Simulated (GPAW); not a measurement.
# How GaP absorbs and reflects light

Aim: the dielectric function of GaP, and the optical constants that follow from it.

Program: GPAW 26.7.0. Level of theory: DFT, PBE, plane-wave PAW (GPAW data sets), scalar-relativistic, RPA, optical limit. Results are calculated unless marked as measured.

## Step 1: Starting point

Symmetry: F-43m, No. 216, cubic system. Conventional cell: a = 5.451 Å, b = 5.451 Å, c = 5.451 Å, α = 90.00°, β = 90.00°, γ = 90.00°. Nearest to Ga lie 4 P at 2.36 Å. Nearest to P lie 4 Ga at 2.36 Å. Farther neighbours are not listed.

## Step 2: Ground state

The self-consistent density comes first; it also tells whether there is a gap, which decides the occupations and the need for a Drude term.

This step: DFT, PBE, plane-wave PAW (GPAW data sets), scalar-relativistic, ground state (GPAW 26.7.0).

Contents of gs.py:

```python
from ase import Atoms
from ase.dft.bandgap import bandgap
from gpaw import GPAW, PW, FermiDirac

atoms = Atoms(['Ga', 'P'],
              cell=[[0.000000000000, 2.725250000000, 2.725250000000],
                    [2.725250000000, 0.000000000000, 2.725250000000],
                    [2.725250000000, 2.725250000000, 0.000000000000]],
              scaled_positions=[[0.000000000000, 0.000000000000, 0.000000000000],
                                [0.750000000000, 0.750000000000, 0.750000000000]],
              pbc=[True, True, True])
atoms.calc = GPAW(mode=PW(500), xc='PBE', kpts={'size': (7, 7, 7), 'gamma': True},
                  occupations=FermiDirac(0.05), maxiter=150, txt='gs.txt')
print('energy (eV)', atoms.get_potential_energy())
print('Fermi level (eV)', atoms.calc.get_fermi_level())
print('valence electrons', atoms.calc.get_number_of_electrons())
print('gap (eV)', bandgap(atoms.calc, output=None)[0])
print('direct gap (eV)', bandgap(atoms.calc, direct=True, output=None)[0])
atoms.calc.write('gs.gpw')
```

Launch:

```sh
$ OMP_NUM_THREADS=1 python gs.py
```

Contents of nscf.py:

```python
from ase.dft.bandgap import bandgap
from gpaw import GPAW, FermiDirac

calc = GPAW('gs.gpw').fixed_density(kpts={'size': (11, 11, 11), 'gamma': True}, nbands=32, convergence={'bands': 26},
                                    occupations=FermiDirac(0.001), txt='nscf.txt')
print('gap (eV)', bandgap(calc, output=None)[0])
print('direct gap (eV)', bandgap(calc, direct=True, output=None)[0])
print('top band over the Fermi level (eV)', min(calc.get_eigenvalues(kpt=k)[25] for k in range(len(calc.get_ibz_k_points()))) - calc.get_fermi_level())
calc.write('full.gpw', mode='all')
```

Contents of df.py:

```python
from gpaw.response.df import DielectricFunction

df = DielectricFunction('full.gpw', frequencies={'type': 'nonlinear', 'domega0': 0.03, 'omega2': 8},
                        ecut=60,
                        eta=0.2,
                        nbands=26,
                        txt='df.txt')
for direction in ['x']:
    df.get_dielectric_function(xc='RPA', direction=direction, filename=f'df_{direction}.csv')
```

What does the calculation give for the electronic dielectric constant ε∞, mean over x, y and z (RPA); and main peak of Im epsilon, first axis?

At this level (PBE, RPA) GaP has ε∞ = 9.55 and n = 3.15 at 1550 nm, and Im ε peaks at 4.5 eV. On the mesh the gap is 1.63 eV and the least direct gap 1.89 eV, so on this mesh the band edges lie at different points. Local fields change the static value along x from 10.65 to 9.55 (-10 %).

- electronic dielectric constant ε∞, mean over x, y and z (by symmetry where fewer were run) (RPA): 9.55
- main peak of Im epsilon, first axis: 4.46 eV
- centre of weight of the strongest loss peak in the window, first axis: 17.3 eV

Distinct maxima of Im ε, read by a parabola through the highest points, lie at 2.89 eV (8.9), 4.46 eV (22) and 5.33 eV (15). Excitons and phonon-assisted transitions are missing; PBE gaps are as a rule too small, which pulls the onset down and ε∞ up. The sum runs over mesh points, so small or evenly spaced maxima can still be ripples of the mesh.

[Machine, clock and banner lines and Python warnings are left out of the logs.]

[Logs are printed without paths, hosts, clocks, repeated set-up lines and the standing remarks that a program may print on its own settings, such as how far it seeks lower states.]

[Hosts, paths, dates, database ids (printed as entryN), source tags and the programs' standing remarks are cut or masked in the printed files.]
